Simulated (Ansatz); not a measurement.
LiI:
```yaml
crystal:
  lattice:
    - [0.00000, 3.00978, 3.00978]
    - [3.00978, 0.00000, 3.00978]
    - [3.00978, 3.00978, 0.00000]
  atoms:
    - { symbol: Li, position: [0.00000, 0.00000, 0.00000] }
    - { symbol: I, position: [0.50000, 0.50000, 0.50000] }
```

Relaxed with PBE. Special points in fractions of this cell's reciprocal vectors: Γ (0.000, 0.000, 0.000); X (0.500, 0.000, 0.500); U (0.625, 0.250, 0.625); K (0.375, 0.375, 0.750); L (0.500, 0.500, 0.500); W (0.500, 0.250, 0.750).

Question: List the band energies nearest the valence-band maximum at these points for DFT-PBE with spin–orbit coupling in the program Ansatz with PAW potentials.

Answer: In eV from the valence-band maximum; about four levels below and three above (degenerate sets whole), none deeper than 8.9 eV; points with the same levels are listed once.

| k | below | above |
|---|---|---|
| Γ | 0.00 0.00 0.00 0.00 | 3.91 3.91 7.96 7.96 7.96 7.96 |
| X | -1.78 -1.78 -1.26 -1.26 | 4.01 4.01 5.12 5.12 |
| U | -2.24 -2.24 -1.19 -1.19 | 4.53 4.53 6.73 6.73 |
| L | -0.95 -0.95 -0.28 -0.28 | 4.25 4.25 5.86 5.86 |
| W | -2.30 -2.30 -1.52 -1.52 | 5.72 5.72 6.42 6.42 |

Space group Fm-3m (rock salt). Symmetry was held in the PBE relaxation; phonons on a q-mesh show no instability.

Potentials: the later of the program's two PAW sets.
